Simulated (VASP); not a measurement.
# Gd (Im-3m) in VASP: reference runs

Reference runs on Gd: the cell as given and a disturbed copy.

Everything below comes from runs of VASP 6.6.1. Logs are shortened: lines on timing, memory, paths and dates and some standing lists are left out, and cuts for length are marked.

## (1) The structure

Symmetry: Im-3m, No. 229, cubic system. The conventional cell has a = 4.050 Å, b = 4.050 Å, c = 4.050 Å, α = 90.00°, β = 90.00°, γ = 90.00°. Around Gd (site symmetry m-3m) lie 8 Gd at 3.51 Å.

This isn't the form of Gd at room conditions, which is hcp.

## (2) Single point, PBE, collinear spin, ferromagnetic start

INCAR

```
PREC = Accurate
ENCUT = 520
EDIFF = 1E-7
ISMEAR = -1
SIGMA = 0.05
LREAL = F
LASPH = T
NELM = 150
ALGO = Normal
ISIF = 2
LWAVE = F
LCHARG = F
ISPIN = 2
MAGMOM = 7
LORBIT = 11
LMAXMIX = 6
GGA = PE
NBANDS = 19
```

KPOINTS

```
Automatic mesh
0
Gamma
  9 9 9
```

POSCAR

```
Gd
1.0
   -2.0250000000      2.0250000000      2.0250000000
    2.0250000000     -2.0250000000      2.0250000000
    2.0250000000      2.0250000000     -2.0250000000
Gd
1
Direct
    0.0000000000      0.0000000000      0.0000000000
```

Potentials or basis: VASP PAW PBE potentials, release 64 (Gd).

Run with:

```bash
> cat potpaw_PBE.64/Gd/POTCAR > POTCAR
> mpirun -np 1 vasp_std > vasp.out
```

OUTCAR:

```text
PREC = Accurate
   ENCUT = 520
   EDIFF = 1E-7
   ISMEAR = -1
   LREAL = F
   LASPH = T
   NELM = 150
   ISIF = 2
   ISPIN = 2
   LORBIT = 11
   GGA = PE

 ion  position               nearest neighbor table
   1  0.000  0.000  0.000-

  LATTYP: Found a body centered cubic cell.
 ALAT       =     4.0500000000

  Lattice vectors:

 A1 = (  -2.0250000000,   2.0250000000,   2.0250000000)
 A2 = (   2.0250000000,  -2.0250000000,   2.0250000000)
 A3 = (   2.0250000000,   2.0250000000,  -2.0250000000)

Analysis of symmetry for initial positions (statically):
=====================================================================
 Subroutine PRICEL returns:
 Original cell was already a primitive cell.

 Routine SETGRP: Setting up the symmetry group for a
 body centered cubic supercell.

 Subroutine GETGRP returns: Found 48 space group operations
 (whereof 48 operations were pure point group operations)
 out of a pool of 48 trial point group operations.

The static configuration has the point symmetry O_h .

Analysis of symmetry for dynamics (positions and initial velocities):
=====================================================================
 Subroutine PRICEL returns:
 Original cell was already a primitive cell.

 Routine SETGRP: Setting up the symmetry group for a
 body centered cubic supercell.

 Subroutine GETGRP returns: Found 48 space group operations
 (whereof 48 operations were pure point group operations)
 out of a pool of 48 trial point group operations.

The dynamic configuration has the point symmetry O_h .

Analysis of structural, dynamic, and magnetic symmetry:
=====================================================================
 Subroutine PRICEL returns:
 Original cell was already a primitive cell.

 Routine SETGRP: Setting up the symmetry group for a
 body centered cubic supercell.

 Subroutine GETGRP returns: Found 48 space group operations
 (whereof 48 operations were pure point group operations)
[... 150 lines left out ...]

 val. band max:        2.9730212589   @ k =  -0.4444   0.4444   0.2222
 cond. band min:       2.9934968025   @ k =  -0.3333  -0.4444   0.1111
 fundamental gap:      0.0204755436
 Fermi energy:         2.9737024788

 spin component 1

 k-point     1 :       0.0000    0.0000    0.0000
  band No.  band energies     occupation
      1     -42.3510      1.00000
      2     -19.3749      1.00000
      3     -19.3749      1.00000
      4     -19.3749      1.00000
      5      -2.1034      1.00000
      6      -1.9655      1.00000
[... 517 lines left out ...]
     18      10.5671      0.00000
     19      13.0217      0.00000

 [... further k-points ...]

 spin component 2

 k-point     1 :       0.0000    0.0000    0.0000
  band No.  band energies     occupation
      1     -39.1102      1.00000
      2     -16.9740      1.00000
      3     -16.9740      1.00000
      4     -16.9740      1.00000
      5      -1.2407      1.00000
      6       3.3240      0.00091
[... 517 lines left out ...]
     18      11.9975      0.00000
     19      14.3095      0.00000

 [... further k-points ...]

------------------------ aborting loop because EDIFF is reached ----------------------------------------

 total charge

# of ion       s       p       d       f       tot
--------------------------------------------------
    1        2.072   5.561   0.583   6.983  15.199

 magnetization (x)

# of ion       s       p       d       f       tot
--------------------------------------------------
    1        0.002  -0.059   0.232   6.818   6.994

  FORCE on cell =-STRESS in cart. coord.  units (eV):
  Direction    XX          YY          ZZ          XY          YZ          ZX
  --------------------------------------------------------------------------------------
  -------------------------------------------------------------------------------------
  Total       -0.0100626     -0.0100626     -0.0100626     -0.0000000      0.0000000     -0.0000000
  in kB       -0.4853864     -0.4853864     -0.4853864     -0.0000000      0.0000000     -0.0000000
  external PRESSURE =      -0.4853864 kB  Pullay stress =       0.0000000 kB

 VOLUME and BASIS-vectors are now :
 -----------------------------------------------------------------------------
  energy-cutoff  :      520.00
  volume of cell :       33.22
      direct lattice vectors                 reciprocal lattice vectors
    -2.025000000  2.025000000  2.025000000     0.000000000  0.246913580  0.246913580
     2.025000000 -2.025000000  2.025000000     0.246913580  0.000000000  0.246913580
     2.025000000  2.025000000 -2.025000000     0.246913580  0.246913580  0.000000000

  length of vectors
     3.507402885  3.507402885  3.507402885     0.349188534  0.349188534  0.349188534

 FORCES acting on ions
    electron-ion (+dipol)            ewald-force                    non-local-force                 convergence-correction
 -----------------------------------------------------------------------------------------------
   -.271E-14 -.428E-13 -.198E-13   0.137E-14 0.287E-14 0.211E-14   -.496E-23 -.496E-23 0.165E-23   -.411E-13 -.159E-12 0.345E-14
 -----------------------------------------------------------------------------------------------
   -.271E-14 -.428E-13 -.198E-13   0.137E-14 0.287E-14 0.211E-14   -.496E-23 -.496E-23 0.165E-23   -.411E-13 -.159E-12 0.345E-14

 POSITION                                       TOTAL-FORCE (eV/Angst)
 -----------------------------------------------------------------------------------
      0.00000      0.00000      0.00000         0.000000     -0.000000     -0.000000
 -----------------------------------------------------------------------------------
    total drift:                               -0.000000     -0.000000     -0.000000

--------------------------------------------------------------------------------------------------------

  FREE ENERGIE OF THE ION-ELECTRON SYSTEM (eV)
  ---------------------------------------------------
  free  energy   TOTEN  =       -11.6230172707 eV

  energy  without entropy=      -11.6081232191  energy(sigma->0) =      -11.61557024

--------------------------------------------------------------------------------------------------------

--------------------------------------------------------------------------------------------------------

 total charge

# of ion       s       p       d       f       tot
--------------------------------------------------
    1        2.072   5.561   0.583   6.983  15.199

 magnetization (x)

# of ion       s       p       d       f       tot
--------------------------------------------------
    1        0.002  -0.059   0.232   6.818   6.994

=======================================================================
```

OSZICAR:

```text
N       E                     dE             d eps       ncg     rms          rms(c)
DAV:   1     0.995311253496E+02    0.99531E+02   -0.64236E+03  3398   0.486E+03
DAV:   2     0.581625484425E+01   -0.93715E+02   -0.81612E+02  3398   0.330E+02
DAV:   3    -0.776571508581E+01   -0.13582E+02   -0.13257E+02  4010   0.101E+02
DAV:   4    -0.945765815247E+01   -0.16919E+01   -0.16803E+01  5214   0.267E+01
[... 24 lines left out ...]
DAV:  29    -0.116230194106E+02    0.15500E-05   -0.10682E-05  4750   0.231E-02    0.483E-02
DAV:  30    -0.116230172617E+02    0.21489E-05   -0.41315E-06  3216   0.457E-02    0.265E-02
DAV:  31    -0.116230174321E+02   -0.17033E-06   -0.48372E-07  3788   0.901E-03    0.135E-02
DAV:  32    -0.116230172170E+02    0.21505E-06   -0.92737E-08  2049   0.691E-03    0.140E-02
DAV:  33    -0.116230172707E+02   -0.53642E-07   -0.16933E-08  1733   0.311E-03
   1 F= -.11623017E+02 E0= -.11615570E+02  d E =-.148941E-01  mag=     7.6021
```

stdout:

```text
POSCAR found type information on POSCAR Gd
 POSCAR found :  1 types and       1 ions
 scaLAPACK will be used
 LDA part: xc-table for (Slater+PW92), standard interpolation
 POSCAR, INCAR and KPOINTS ok, starting setup
 FFT: planning ... GRIDC
 FFT: planning ... GRID_SOFT
 FFT: planning ... GRID
 WAVECAR not read
 entering main loop
```

It took 1.9 min on 1 thread of Intel Xeon Platinum 8488C (Sapphire Rapids), shared host; peak memory 0.2 GiB.

Results:

```yaml
Free_energy: -11.6230 eV
Pressure: 0.0 GPa
Band_gap_on_the_k_mesh: none (metal or under the smearing width)
Net_moment: 7.60 μB per cell
Site_moments: Gd +6.99 μB
Valence_electrons_inside_the_program's_atomic_spheres: Gd 15.20
```

Levels at points of the mesh, in eV from the Fermi level:
Spin up:
| k point | band 9 | band 10 | band 11 | band 12 | band 13 | band 14 | band 15 | band 16 | band 17 | band 18 |
| --- | --- | --- | --- | --- | --- | --- | --- | --- | --- | --- |
| (0.00, 0.00, 0.00) | -4.81 | -4.81 | -4.81 | -4.79 | 1.29 | 1.29 | 1.29 | 3.51 | 3.51 | 10.39 |
Spin down:
| k point | band 1 | band 2 | band 3 | band 4 | band 5 | band 6 | band 7 | band 8 | band 9 | band 10 |
| --- | --- | --- | --- | --- | --- | --- | --- | --- | --- | --- |
| (0.00, 0.00, 0.00) | -42.08 | -19.95 | -19.95 | -19.95 | -4.21 | 0.35 | 0.35 | 0.35 | 0.65 | 0.65 |

Caveat: spin-orbit coupling is left out, which moves the levels of the heavy elements. The state reached can hang on the start; a lower one may exist.

## (3) Single point, PBE, collinear spin, ferromagnetic start (cell strained at random at fixed volume)

INCAR

```
SYSTEM = Gd
PREC     = Accurate       ! precision mode
ENCUT    = 520            ! plane-wave cutoff, eV
EDIFF    = 1E-7           ! SCF threshold, eV
ISMEAR   = -1             ! smearing method
SIGMA    = 0.05           ! smearing width, eV
LREAL    = .False.        ! projectors in reciprocal space
LASPH    = .True.         ! aspherical terms in the spheres
NELM     = 150            ! most SCF steps
ALGO     = Normal         ! electronic algorithm
ISIF     = 2              ! what is computed and relaxed
LWAVE    = .False.        ! write WAVECAR
LCHARG   = .False.        ! write CHGCAR
ISPIN    = 2              ! spin polarisation
MAGMOM   = 7              ! initial moments
LORBIT   = 11             ! projections on sites
LMAXMIX  = 6              ! l up to which the mixer works
GGA      = PE             ! functional
NBANDS   = 19             ! bands
```

KPOINTS

```
regular mesh
0
Gamma
  9 9 9
  0 0 0
```

POSCAR

```
Gd
1.0
   -2.0439740000      1.9279020000      1.9662330000
    2.0303520000     -2.0603860000      2.0850940000
    2.0644940000      2.0809060000     -2.0987160000
Gd
1
Direct
    0.0101080000      0.0085530000      0.0113870000
```

Potentials or basis: VASP PAW PBE potentials, release 64 (Gd).

Run with:

```bash
> cat potpaw_PBE.64/Gd/POTCAR > POTCAR
> mpirun -np 1 vasp_std > vasp.out
```

OUTCAR:

```text
SYSTEM = Gd
   PREC = Accurate
   ENCUT = 520
   EDIFF = 1E-7
   ISMEAR = -1
   LREAL = .False.
   LASPH = .True.
   NELM = 150
   ISIF = 2
   ISPIN = 2
   LORBIT = 11
   GGA = PE

 ion  position               nearest neighbor table
   1  0.010  0.009  0.011-

  LATTYP: Found a triclinic cell.
 ALAT       =     8.9693958172
 B/A-ratio  =     0.6357944940
 C/A-ratio  =     0.4019360263
 COS(alpha) =     0.0066777049
 COS(beta)  =     0.2721334420
 COS(gamma) =     0.9470459941

  Lattice vectors:

[... 1270 lines left out ...]
  -------------------------------------------------------------------------------------
  Total        0.0102129     -0.0211279     -0.0161517     -0.0533305      0.3439760      0.0325002
  in kB        0.4926344     -1.0191331     -0.7790989     -2.5724771     16.5921921      1.5676942
  external PRESSURE =      -0.4351992 kB  Pullay stress =       0.0000000 kB

 VOLUME and BASIS-vectors are now :
 -----------------------------------------------------------------------------
  energy-cutoff  :      520.00
  volume of cell :       33.22
      direct lattice vectors                 reciprocal lattice vectors
    -2.043974000  1.927902000  1.966233000    -0.000443159  0.257888955  0.255264540
     2.030352000 -2.060386000  2.085094000     0.244999275  0.006937959  0.247883360
     2.064494000  2.080906000 -2.098716000     0.242993890  0.248502451  0.008943406

 POSITION                                       TOTAL-FORCE (eV/Angst)
 -----------------------------------------------------------------------------------
      0.02021      0.02556      0.01381        -0.000000      0.000000      0.000000
 -----------------------------------------------------------------------------------
    total drift:                                0.000007     -0.000012     -0.000009

  FREE ENERGIE OF THE ION-ELECTRON SYSTEM (eV)
  ---------------------------------------------------
  free  energy   TOTEN  =       -11.6111867922 eV

  energy  without entropy=      -11.5957002861  energy(sigma->0) =      -11.60344354

 total charge

# of ion       s       p       d       f       tot
--------------------------------------------------
    1        2.072   5.561   0.586   6.982  15.201

 magnetization (x)

# of ion       s       p       d       f       tot
--------------------------------------------------
    1        0.002  -0.059   0.236   6.819   6.998
```

OSZICAR:

```text
N       E                     dE             d eps       ncg     rms          rms(c)
DAV:   1     0.981507042982E+02    0.98151E+02   -0.63739E+03 35658   0.481E+03
DAV:   2     0.545823871958E+01   -0.92692E+02   -0.81716E+02 35327   0.327E+02
[... 26 lines left out ...]
DAV:  29    -0.116111897427E+02    0.61768E-05   -0.47413E-06 36334   0.524E-02    0.179E-01
DAV:  30    -0.116111875630E+02    0.21797E-05   -0.71148E-06 41754   0.597E-02    0.144E-01
DAV:  31    -0.116111872436E+02    0.31943E-06   -0.12941E-06 45965   0.131E-02    0.709E-02
DAV:  32    -0.116111870938E+02    0.14981E-06   -0.64839E-07 33718   0.186E-02    0.376E-02
DAV:  33    -0.116111867993E+02    0.29444E-06   -0.46612E-07 35963   0.158E-02    0.210E-02
DAV:  34    -0.116111867922E+02    0.71632E-08   -0.59380E-08 18461   0.589E-03
   1 F= -.11611187E+02 E0= -.11603444E+02  d E =-.154865E-01  mag=     7.6118
```

stdout:

```text
POSCAR found type information on POSCAR Gd
 POSCAR found :  1 types and       1 ions
 scaLAPACK will be used
 LDA part: xc-table for (Slater+PW92), standard interpolation
 POSCAR, INCAR and KPOINTS ok, starting setup
 FFT: planning ... GRIDC
 FFT: planning ... GRID_SOFT
 FFT: planning ... GRID
 WAVECAR not read
 entering main loop
```

It took 12 min on 1 thread of Intel Xeon 6975P-C (Granite Rapids), shared host; peak memory 0.49 GiB.

Results:

```
Free energy                                           : -11.6112 eV
Pressure                                              : 0.0 GPa
Band gap on the k mesh                                : none (metal or under the smearing width)
Net moment                                            : 7.61 μB per cell
Site moments                                          : Gd +7.00 μB
Valence electrons inside the program's atomic spheres : Gd 15.20
```

Levels at points of the mesh, in eV from the Fermi level:
Spin up:
| k point | band 10 | band 11 | band 12 | band 13 | band 14 | band 15 | band 16 | band 17 |
| --- | --- | --- | --- | --- | --- | --- | --- | --- |
| (0.00, 0.00, 0.00) | -4.81 | -4.81 | -4.78 | 0.86 | 1.28 | 1.65 | 3.43 | 3.74 |
Spin down:
```csv
k point,band 2,band 3,band 4,band 5,band 6,band 7,band 8,band 9
"(0.00, 0.00, 0.00)",-19.99,-19.93,-19.89,-4.20,0.35,0.35,0.36,0.65
```

Caveat: spin-orbit coupling is left out, which moves the levels of the heavy elements. The state reached can hang on the start; a lower one may exist.
